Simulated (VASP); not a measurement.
Crystal: Ni.

```
CELL_PARAMETERS angstrom
2.44538 0.00000 0.00000
-1.22269 2.11776 0.00000
0.00000 0.00000 4.01758
ATOMIC_POSITIONS crystal
Ni 0.33333 0.66667 0.25000
Ni 0.66667 0.33333 0.75000
```

This isn't the form of Ni at room conditions, which is fcc.

Base run:

| Property | Result |
| --- | --- |
| Program | VASP 6.6.1 |
| Functional | PBEsol |
| Potentials or basis | VASP PAW PBE potentials, release 64 (Ni) |
| Cutoff | 700 eV |
| k mesh | 21 × 21 × 10 |
| Occupations | gaussian, width 0.1 eV |
| Spin | collinear spin, ferromagnetic start |
| Starting moments | [1.0, 1.0] μB |

Its results: band gap on the k mesh none (metal or under the smearing width); pressure 0.2 GPa; net moment 1.24 μB per cell; site moments Ni +0.62 μB.

Q: The run is repeated on the same cell with these changes: cutoff from 700 eV to 520 eV; occupations from gaussian, width 0.1 eV to gaussian, width 0.5 eV. What comes out?

A: Band gap on the k mesh none (metal or under the smearing width); pressure 1.2 GPa; net moment 0.92 μB per cell; site moments Ni +0.46 μB.

Caveats: the PAW data sets were made with another functional, which shifts forces and pressure a little.
